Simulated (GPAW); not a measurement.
Runs of GPAW 26.7.0 on Ru. It takes space group P6_3/mmc (No. 194, hexagonal). Conventional cell: a = 2.706 Å, b = 2.706 Å, c = 4.282 Å, α = 90.00°, β = 90.00°, γ = 120.00°. Ru (site symmetry -6m2) is surrounded by 12 Ru at 2.65 to 2.71 Å. 

```csv
task,level,potentials or basis,spin,U,cell,optimizer,fmax,max steps,target pressure,band path,gap on the mesh (eV),pressure (GPa),relaxed volume (Å³/atom)
relaxation of cell and atoms,SOGGA,"PAW data sets generated in the run's folder for this functional, pw",off,-,relaxed,LBFGS,0.02 eV/Å,60,-,-,none,0.1,13.25
relaxation of cell and atoms,BP86,"PAW data sets generated in the run's folder for this functional, pw",off,-,relaxed to -2 GPa,BFGS,0.05 eV/Å,60,-2 GPa,-,none,-1.9,-
band structure,r2SCAN+U,"GPAW PAW data sets (gpaw-data 1.2.1), pw",off,Ru d U = 6.2 eV,as given,-,-,-,-,"GMKGALHA,LM,KH",-,-16.0,-
relaxation of cell and atoms,RPBE+D3,"the program's PAW data sets (release 1.2.1) made for this functional, pw",off,-,relaxed,BFGS,0.01 eV/Å,100,-,-,none,0.0,(a)
band structure,PW91,"PAW data sets generated in the run's folder for this functional, pw","SOC, no magnetisation",-,as given,-,-,-,-,"GMKGALHA,LM,KH",-,3.5,-
relaxation of cell and atoms,revPBE+D4,"the program's PAW data sets (release 1.2.1) made for this functional, pw",off,-,relaxed to 5 GPa,FIRE,0.05 eV/Å,100,5 GPa,-,none,5.3,-
relaxation of cell and atoms,PBEsol+D3,"PAW data sets generated in the run's folder for this functional, pw",off,-,relaxed to 1 GPa,FIRE,0.02 eV/Å,40,1 GPa,-,none,1.1,-
```

Alike in all rows: k mesh 8 × 8 × 5; cutoff (eV) 600; smearing fermi-dirac 0.05 eV.

Problem. Estimate the missing entries.

Solution. (a) 13.46.

Caveats: later steps reuse the first step's grids (some runs); pairwise dispersion overbinds metals, which lowers pressure and volume (some runs); the PAW data sets were made with another functional, which shifts forces and pressure a little (some runs); U without spin polarisation on a metal has little footing (some runs); the U is typed as a test and isn't derived for this compound (some runs); spin-orbit coupling was added after a scalar SCF, so levels and gaps hold it while energy, forces, pressure and moments don't (some runs); this program's spin-orbit splittings come out too wide for heavy elements (some runs).

A k mesh can miss the band edges, and rows without SOC leave out spin-orbit coupling on Ru.

A gap of «none» marks a metal or a gap under the smearing width.
